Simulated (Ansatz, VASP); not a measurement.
# One calculation of Hf, two programs

The input INCAR:

```
SYSTEM = Hf
  PREC = Accurate
  ENCUT = 520
  EDIFF = 1E-8
  ISMEAR = -1
  SIGMA = 0.05
  LREAL = .False.
  LASPH = .True.
  NELM = 100
  ALGO = Normal
  ISIF = 2
  LWAVE = .False.
  LCHARG = .False.
  GGA = PS
  LEFG = .True.
  NBANDS = 17
```

KPOINTS

```
Automatic mesh
0
Gamma
  13 13 7
  0 0 0
```

Contents of POSCAR:

```
Hf
1.0
    3.2387651710      0.0000000000      0.0000000000
   -1.6193825855      2.8048529150      0.0000000000
    0.0000000000      0.0000000000      5.1243576326
Hf
2
Direct
    0.3333333333      0.6666666667      0.2500000000
    0.6666666667      0.3333333333      0.7500000000
```

Input for Ansatz:

```yaml
crystal:
  lattice:
    - [3.238765171, 0.0, 0.0]
    - [-1.6193825855, 2.804852915, 0.0]
    - [0.0, 0.0, 5.1243576326]
  atoms:
    - { symbol: Hf, position: [0.3333333333, 0.6666666667, 0.25] }
    - { symbol: Hf, position: [0.6666666667, 0.3333333333, 0.75] }
kpoints:
  mp_grid: { grid: [13, 13, 7] }
scf:
  occupations: { method: fermi_dirac, width: 0.05 }
hamiltonian:
  xc: pbesol
  pseudopotentials: { kind: paw }
output:
  forces: true
  stress: true
  eigenvalues: true
  efg: { contact_densities: true }
```

Change from the starting cell: volume scaled by 1.04, PAW files.

Alike in both runs: task electric field gradients; functional PBEsol; k mesh 13 × 13 × 7; occupations fermi-dirac, width 0.05 eV; no spin polarisation.

|  | VASP | Ansatz |
| --- | --- | --- |
| version | VASP 6.6.1 | Ansatz 0.2.0 |
| potentials or method | VASP PAW PBE potentials, release 64 (Hf_pv) | PAW with Ansatz's default frozen-core files, scalar-relativistic |
| plane-wave cutoff (eV) | 520 | 420 |
| valence electrons in the cell | 20 | 52 |

|  | VASP | Ansatz | Ansatz less VASP |
| --- | --- | --- | --- |
| pressure (GPa) | -7.8 | -7.4 | +0.39 |
| largest component of the traceless stress (GPa) | 0.32 | 0.26 | -0.056 |
| Vzz of the field gradient on the site that differs most (V/Å²) | 72.8 | 81.5 | +8.79 |

The functional is the same, so the differences come from potentials, cutoffs and numerics. The two sets of potentials don't hold the same shells in valence. Ansatz warned: «gradients_without_spin_orbit».

Caveats: the PAW data sets were made with another functional, which shifts forces and pressure a little (VASP). Spin-orbit coupling is left out, which matters for the levels of Hf.
